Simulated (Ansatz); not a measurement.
Ir:

```
Ir
1.0
     2.75138    0.00000    0.00000
    -1.37569    2.38276    0.00000
     0.00000    0.00000    4.46229
Ir
2
Direct
  0.33333 0.66667 0.25000
  0.66667 0.33333 0.75000
```

This isn't the form of Ir at room conditions, which is fcc.

Base run:

* Program: Ansatz 0.2.0
* Functional: BLYP
* Potentials or basis: Ansatz PAW
* Cutoff: 420 eV (not typed: the program's choice for these potentials)
* k mesh: 11 × 11 × 6
* Occupations: fermi-dirac, width 0.05 eV
* Spin: no spin polarisation

Its results: band gap on the k mesh none (metal or under the smearing width); pressure 15.3 GPa.

Task: The run is repeated on the same cell with these changes: functional from BLYP to RPBE. What comes out?

Result: Band gap on the k mesh none (metal or under the smearing width); pressure 2.8 GPa.

Caveats: spin-orbit coupling is left out, which moves the levels of the heavy elements; the PAW data sets come from PBE, with cores solved anew for the run's functional, which leaves a small shift of forces and pressure.
